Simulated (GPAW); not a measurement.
# TePb (Fm-3m) in GPAW: further runs, part 2 of 2

GPAW 26.7.0.

## 5. Band structure, LDA

File run.py:

```python
from ase.dft.bandgap import bandgap
from ase.io import read, write
from ase.units import GPa
from gpaw import GPAW, PW

atoms = read('POSCAR')

calc = GPAW(mode=PW(600),
            xc='LDA',
            kpts={'size': (7, 7, 7), 'gamma': True},
            occupations={'name': 'fermi-dirac', 'width': 0.05},
            nbands=19,
            convergence={'density': 1e-05, 'energy': 1e-05},
            maxiter=150,
            txt='gpaw.txt')
atoms.calc = calc
energy = atoms.get_potential_energy()
forces = atoms.get_forces()
stress = atoms.get_stress()
calc.write('gs.gpw')
write('result.traj', atoms)
print(f'Energy: {energy:.6f} eV')
print('Forces (eV/A):')
print(forces.round(4))
print('Stress (GPa):', (stress / GPa).round(3))
print('Fermi level:', round(calc.get_fermi_level(), 4), 'eV')
print(f'Gap: {bandgap(calc)[0]:.4f} eV, direct: {bandgap(calc, direct=True)[0]:.4f} eV')

path = atoms.cell.bandpath('GXWKGLUWLK,UX', npoints=60, eps=1e-4)
bs_calc = calc.fixed_density(kpts=path, symmetry='off', nbands=32,
                             convergence={'bands': 'CBM+6.0', 'eigenstates': 1e-6}, txt='bands.txt')
bs = bs_calc.band_structure()
bs.write('bs.json')
print(f'Gap on the path: {bandgap(bs_calc)[0]:.4f} eV')
```

File POSCAR:

```
TePb
1.0
    0.0000000000      3.2310000000      3.2310000000
    3.2310000000      0.0000000000      3.2310000000
    3.2310000000      3.2310000000      0.0000000000
Pb Te
1 1
Direct
    0.0000000000      0.0000000000      0.0000000000
    0.5000000000      0.5000000000      0.5000000000
```

Potentials or basis: the program's PAW data sets (release 1.2.1) made for this functional, pw.

On the command line:

```console
OMP_NUM_THREADS=1 python run.py
```

gpaw.txt:

```text
__  _  _
 | _ |_)|_||  |
 |__||  | ||/\| - 26.7.0

Input parameters:
  mode=PW(ecut=600.0),
  convergence={'density': 1e-05, 'energy': 1e-05},
  kpts=MonkhorstPack(size=(7, 7, 7), gamma=True),
  maxiter=150,
  nbands=19,
  occupations=Occupations(name='fermi-dirac', width=0.05),
  xc=XC(name='LDA')

Diagonalizing LCAO Hamiltonian
Converting LCAO to pw mode

                 Te

       Pb

Atoms  # Å, Bohr magnetons
|   | symbol |        x |        y |        z |    initial magnetic moments |
|---|--------|----------|----------|----------|-----------------------------|
| 0 |     Pb | 0.000000 | 0.000000 | 0.000000 | ( 0.0000,  0.0000,  0.0000) |
| 1 |     Te | 3.231000 | 3.231000 | 3.231000 | ( 0.0000,  0.0000,  0.0000) |

Unit cell  # Å
| periodic |        x |        y |        z |  lengths |    angles |
|----------|----------|----------|----------|----------|-----------|
|      yes | 0.000000 | 3.231000 | 3.231000 | 4.569324 | 60.000000 |
|      yes | 3.231000 | 0.000000 | 3.231000 | 4.569324 | 60.000000 |
[... 202 lines left out ...]
Energy contributions:
  Kinetic:          14.570964
  Coulomb:         -15.371765
  Zero:              0.103478
  External:          0.000000
  Xc:               -8.396583
  Entropy:          -0.000006
  Spinorbit:         0.000000
  ----------------------------
  Free energy:      -9.093913
  Extrapolated:     -9.093910

dipole moment: (-27.420128, -27.420128, -27.420128)  # |e|*Ang

Fermi level: 5.683
Eigenvalues  # (at kpt = [0.000, 0.000, 0.000])
| band index |      eig [eV] | occ [0-2] |
|------------|---------------|-----------|
|          0 |       -11.287 |     2.000 |
|        ... |               |           |
|          2 |       -11.268 |     2.000 |
|          3 |       -11.268 |     2.000 |
|          4 |       -11.268 |     2.000 |
|          5 |        -6.725 |     2.000 |
|          6 |        -0.349 |     2.000 |
|          7 |         3.979 |     2.000 |
[... 9 lines left out ...]
|         17 |        12.859 |     0.000 |
|         18 |        13.451 |     0.000 |

Gap: 0.920 eV
Transition (v -> c):
  (s=0, k=19, n=9, [0.43, 0.43, 0.43]) -> (s=0, k=19, n=10, [0.43, 0.43, 0.43])
No difference between direct/indirect transitions

Forces  # eV/Ang
|       x |        y |        z |
|---------|----------|----------|
| 0.00000 | -0.00000 | -0.00000 |  # Pb   0
| 0.00000 |  0.00000 | -0.00000 |  # Te   1

Stress tensor  # eV/Ang^3
|        x |        y |        z |
|----------|----------|----------|
| 0.012585 | 0.000000 | 0.000000 |
| 0.000000 | 0.012585 | 0.000000 |
| 0.000000 | 0.000000 | 0.012585 |

# Writing to gs.gpw (mode='')
```

bands.txt:

```text
Diagonalizing LCAO Hamiltonian
Converting LCAO to pw mode
convergence criteria:
- Maximum integral of absolute [eigenst]ate change: 1e-06 eV^2 / valence electron
maximum number of iterations: 150

SCF iterations
|iter     | |      energy | eigst |  dens |
|---------|-|-------------|-------|-------|
|iter:   1| |             | +0.12 |       |
[... 66 lines left out ...]
         [0.41071429, 0.41071429, 0.67857143],
         [0.39285714, 0.39285714, 0.71428571],
         [0.375     , 0.375     , 0.75      ],
         [0.625     , 0.25      , 0.625     ],
         [0.59375   , 0.1875    , 0.59375   ],
         [0.5625    , 0.125     , 0.5625    ],
         [0.53125   , 0.0625    , 0.53125   ],
         [0.5       , 0.        , 0.5       ]])),
  maxiter=150,
  nbands=32,
  occupations=Occupations(name='fermi-dirac', width=0.05),
  symmetry=Symmetry(point_group=False, time_reversal=False),
  xc=XC(name='LDA')
```

Wall time 56 s (1 thread of Arm Neoverse V2, shared host); peak memory 0.29 GiB.

Results:

```
Free energy             : -9.0939 eV
Pressure                : -2.0 GPa
Band gap along the path : 0.62 eV, direct
```

Levels at the corners of the path, in eV from the Fermi level:
```
point  band 6  band 7  band 8  band 9  band 10  band 11  band 12  band 13  band 14  band 15
    Γ  -12.41   -6.03   -1.70   -1.70    -1.70     3.62     3.62     3.62     5.49     5.49
    X  -10.75   -7.69   -4.87   -3.16    -3.16     2.94     5.01     5.01     6.23     9.99
    W  -10.59   -8.37   -4.15   -4.15    -0.70     1.21     4.83     4.83     6.42     6.42
    K  -10.66   -8.35   -4.48   -2.66    -2.45     3.16     3.36     4.75     5.50     8.48
    Γ  -12.41   -6.03   -1.70   -1.70    -1.70     3.62     3.62     3.62     5.49     5.49
    L  -11.00   -8.96   -1.22   -1.22    -0.35     0.27     0.84     0.84     7.96     8.89
    U  -10.66   -8.35   -4.48   -2.66    -2.45     3.16     3.36     4.75     5.50     8.48
    W  -10.59   -8.37   -4.15   -4.15    -0.70     1.21     4.83     4.83     6.42     6.42
    L  -11.00   -8.96   -1.22   -1.22    -0.35     0.27     0.84     0.84     7.96     8.89
    K  -10.66   -8.35   -4.48   -2.66    -2.45     3.16     3.36     4.75     5.50     8.48
    U  -10.66   -8.35   -4.48   -2.66    -2.45     3.16     3.36     4.75     5.50     8.48
    X  -10.75   -7.69   -4.87   -3.16    -3.16     2.94     5.01     5.01     6.23     9.99
```

Caveat: this odd mesh misses L, where the gap lies, so gap, dielectric constants and Born charges aren't listed; spin-orbit coupling is left out, which moves the levels of the heavy elements.

## 6. Band structure, PBEsol

Edit run.py of step 5 so:

```diff
@@ -3,3 +3,5 @@
 from ase.units import GPa
-from gpaw import GPAW, PW
+from gpaw import GPAW, PW, setup_paths
+
+setup_paths.insert(0, '.')
 
@@ -8,3 +10,3 @@
 calc = GPAW(mode=PW(600),
-            xc='LDA',
+            xc='PBEsol',
             kpts={'size': (7, 7, 7), 'gamma': True},
@@ -28,3 +30,3 @@
 
-path = atoms.cell.bandpath('GXWKGLUWLK,UX', npoints=60, eps=1e-4)
+path = atoms.cell.bandpath('GXWKGLUWLK,UX', npoints=80, eps=1e-4)
 bs_calc = calc.fixed_density(kpts=path, symmetry='off', nbands=32,
```

POSCAR is that of step 5.

Potentials or basis: PAW data sets generated in the run's folder for this functional, pw.

On the command line:

```console
gpaw-setup -f PBEsol Pb Te
OMP_NUM_THREADS=1 python run.py
```

gpaw.txt:

```text
__  _  _
 | _ |_)|_||  |
 |__||  | ||/\| - 26.7.0

Input parameters:
  mode=PW(ecut=600.0),
  convergence={'density': 1e-05, 'energy': 1e-05},
  kpts=MonkhorstPack(size=(7, 7, 7), gamma=True),
  maxiter=150,
  nbands=19,
  occupations=Occupations(name='fermi-dirac', width=0.05),
  xc=XC(name='PBEsol')

Diagonalizing LCAO Hamiltonian
Converting LCAO to pw mode

                 Te

       Pb

Atoms  # Å, Bohr magnetons
|   | symbol |        x |        y |        z |    initial magnetic moments |
|---|--------|----------|----------|----------|-----------------------------|
| 0 |     Pb | 0.000000 | 0.000000 | 0.000000 | ( 0.0000,  0.0000,  0.0000) |
| 1 |     Te | 3.231000 | 3.231000 | 3.231000 | ( 0.0000,  0.0000,  0.0000) |

Unit cell  # Å
| periodic |        x |        y |        z |  lengths |    angles |
|----------|----------|----------|----------|----------|-----------|
|      yes | 0.000000 | 3.231000 | 3.231000 | 4.569324 | 60.000000 |
|      yes | 3.231000 | 0.000000 | 3.231000 | 4.569324 | 60.000000 |
|      yes | 3.231000 | 3.231000 | 0.000000 | 4.569324 | 60.000000 |

Number of symmetries: 48
Symmetry operations  # r_c * U_cc + t_c -> r_c
|    | kind |            matrix            |
|----|------|------------------------------|
|  0 |  σ   |  1, 0, 0,  1, 0,-1,  1,-1, 0 |
|  1 |  C2  |  1, 0, 0,  1,-1, 0,  1, 0,-1 |
|  2 |  E   |  1, 0, 0,  0, 1, 0,  0, 0, 1 |
|  3 |  σ   |  1, 0, 0,  0, 0, 1,  0, 1, 0 |
|  4 |  C4  |  1, 0,-1,  1, 0, 0,  1,-1, 0 |
|  5 |  S6  |  1, 0,-1,  1,-1, 0,  1, 0, 0 |
|  6 |  σ   |  1, 0,-1,  0, 1,-1,  0, 0,-1 |
|  7 |  C3  |  1, 0,-1,  0, 0,-1,  0, 1,-1 |
[... 169 lines left out ...]
- Maximum integral of absolute [eigenst]ate change: 4e-08 eV^2 / valence electron
maximum number of iterations: 150

SCF iterations
|iter     | |      energy | eigst |  dens |
|---------|-|-------------|-------|-------|
|iter:   1| |   -8.657954 | -0.14 |       |
|iter:   2| |   -8.638629 | -1.99 | -1.38 |
|iter:   3| |   -8.555097 | -2.22 | -1.42 |
|iter:   4| |   -8.555106 | -3.93 | -2.02 |
|iter:   5| |   -8.555180c| -4.56 | -2.48 |
|iter:   6| |   -8.555185c| -6.00 | -3.33 |
|iter:   7| |   -8.555186c| -7.05 | -4.01 |
|iter:   8| |   -8.555186c| -7.54c| -4.66 |
|iter:   9| |   -8.555186c| -8.00c| -5.64c|

Converged in 9 steps
Energy contributions relative to reference atoms: (reference = -751834.902839)

Energy contributions:
  Kinetic:          16.079776
  Coulomb:         -16.808221
  Zero:              0.102406
  External:          0.000000
  Xc:               -7.929144
  Entropy:          -0.000005
  Spinorbit:         0.000000
  ----------------------------
  Free energy:      -8.555188
  Extrapolated:     -8.555186

dipole moment: (-27.344291, -27.344291, -27.344291)  # |e|*Ang

Fermi level: 5.880
Eigenvalues  # (at kpt = [0.000, 0.000, 0.000])
| band index |      eig [eV] | occ [0-2] |
|------------|---------------|-----------|
|          0 |       -11.134 |     2.000 |
|        ... |               |           |
|          2 |       -11.119 |     2.000 |
|          3 |       -11.119 |     2.000 |
|          4 |       -11.119 |     2.000 |
|          5 |        -6.512 |     2.000 |
|          6 |        -0.049 |     2.000 |
|          7 |         4.149 |     2.000 |
[... 9 lines left out ...]
|         17 |        13.012 |     0.000 |
|         18 |        13.548 |     0.000 |

Gap: 0.927 eV
Transition (v -> c):
  (s=0, k=19, n=9, [0.43, 0.43, 0.43]) -> (s=0, k=19, n=10, [0.43, 0.43, 0.43])
No difference between direct/indirect transitions

Forces  # eV/Ang
|       x |       y |       z |
|---------|---------|---------|
| 0.00000 | 0.00000 | 0.00000 |  # Pb   0
| 0.00000 | 0.00000 | 0.00000 |  # Te   1

Stress tensor  # eV/Ang^3
|        x |        y |        z |
|----------|----------|----------|
| 0.004374 | 0.000000 | 0.000000 |
| 0.000000 | 0.004374 | 0.000000 |
| 0.000000 | 0.000000 | 0.004374 |

# Writing to gs.gpw (mode='')
```

stdout:

```text
Energy: -8.555186 eV
Forces (eV/A):
[[0. 0. 0.]
 [0. 0. 0.]]
Stress (GPa): [0.701 0.701 0.701 0.    0.    0.   ]
Fermi level: 5.8801 eV
Gap: 0.9273 eV, direct: 0.9273 eV
Gap on the path: 0.6276 eV
```

Run time: 74 s. Hardware: 1 thread of Arm Neoverse V2, shared host; peak memory 0.32 GiB.

Results:

* Free energy: -8.5552 eV
* Pressure: -0.7 GPa
* Band gap along the path: 0.63 eV, direct

Levels at the corners of the path, in eV from the Fermi level:
| point | band 8 | band 9 | band 10 | band 11 | band 12 | band 13 |
| --- | --- | --- | --- | --- | --- | --- |
| Γ | -1.73 | -1.73 | -1.73 | 3.65 | 3.65 | 3.65 |
| X | -4.91 | -3.20 | -3.20 | 2.84 | 5.06 | 5.06 |
| W | -4.19 | -4.19 | -0.72 | 1.24 | 4.80 | 4.80 |
| K | -4.53 | -2.69 | -2.47 | 3.16 | 3.38 | 4.69 |
| Γ | -1.73 | -1.73 | -1.73 | 3.65 | 3.65 | 3.65 |
| L | -1.26 | -1.26 | -0.35 | 0.27 | 0.84 | 0.84 |
| U | -4.53 | -2.69 | -2.47 | 3.16 | 3.38 | 4.69 |
| W | -4.19 | -4.19 | -0.72 | 1.24 | 4.80 | 4.80 |
| L | -1.26 | -1.26 | -0.35 | 0.27 | 0.84 | 0.84 |
| K | -4.53 | -2.69 | -2.47 | 3.16 | 3.38 | 4.69 |
| U | -4.53 | -2.69 | -2.47 | 3.16 | 3.38 | 4.69 |
| X | -4.91 | -3.20 | -3.20 | 2.84 | 5.06 | 5.06 |

Caveat: this odd mesh misses L, where the gap lies, so gap, dielectric constants and Born charges aren't listed; spin-orbit coupling is left out, which moves the levels of the heavy elements.

## 7. Summary

```csv
task,level,potentials or basis,spin,k mesh,cutoff (eV),smearing,valence bands,conduction bands,integrate gamma,bse mode,direction,pressure (GPa)
optical spectrum by the Bethe-Salpeter equation,LDA,"the program's PAW data sets (release 1.2.1) made for this functional, pw",off,6 × 6 × 6,500,fermi-dirac 0.001 eV,2,2,sphere,RPA,0,-
band structure,PBE,"GPAW PAW data sets (gpaw-data 1.2.1), pw",off,7 × 7 × 7,600,fermi-dirac 0.05 eV,-,-,-,-,-,1.8
band structure,PBE,"GPAW PAW data sets (gpaw-data 1.2.1), pw","SOC, no magnetisation",5 × 5 × 5,600,fermi-dirac 0.05 eV,-,-,-,-,-,1.8
band structure,LDA,"the program's PAW data sets (release 1.2.1) made for this functional, pw",off,7 × 7 × 7,600,fermi-dirac 0.05 eV,-,-,-,-,-,-2.0
band structure,PBEsol,"PAW data sets generated in the run's folder for this functional, pw",off,7 × 7 × 7,600,fermi-dirac 0.05 eV,-,-,-,-,-,-0.7
```

Alike in all rows: cell as given.

Caveats: spin-orbit coupling is left out, which moves the levels of the heavy elements (some runs); the band lists can cut through equal levels, which moves peak heights (some runs); on this mesh the treatment of q = 0 moves the result by about a tenth of an eV (some runs); the long-wavelength limit can be off by a per cent or two (some runs); the static dielectric constant lacks the antiresonant part and is too small (some runs); spectra need much finer meshes, so this one isn't converged (some runs); spin-orbit coupling is left out, which as a rule narrows the gap of such compounds by several tenths of an eV (some runs).

Absolute energies hang on the potentials; compare differences alone.

## 8. Against experiment

Step 2. A measured gap of TePb is 0.19 eV (direct; 4.2 K; a printed reference work, monograph); the calculated 0.62 eV misses it by +0.43 eV. Spin-orbit coupling on Pb, Te is left out. The value is that of LDA on a finite k mesh, which can miss the band edges, without temperature or zero-point motion.

Step 3. A measured gap of TePb is 0.19 eV (direct; 4.2 K; a printed reference work, monograph); the calculated 0.69 eV misses it by +0.50 eV. Spin-orbit coupling on Pb, Te is left out. The value is that of PBE, without temperature or zero-point motion.

Step 4. A measured direct gap of TePb is 0.19 eV (direct; 4.2 K; a printed reference work, monograph); the calculated 0.31 eV misses it by +0.12 eV. The value is that of PBE, without temperature or zero-point motion.

Step 5. Against the measured gap of TePb, 0.19 eV (direct; 4.2 K; a printed reference work, monograph), the calculated 0.62 eV is off by +0.43 eV. Spin-orbit coupling on Pb, Te is left out. The value is that of LDA, without temperature or zero-point motion.

Step 6. Against the measured gap of TePb, 0.19 eV (direct; 4.2 K; a printed reference work, monograph), the calculated 0.63 eV is off by +0.44 eV. Spin-orbit coupling on Pb, Te is left out. The value is that of PBEsol, without temperature or zero-point motion.
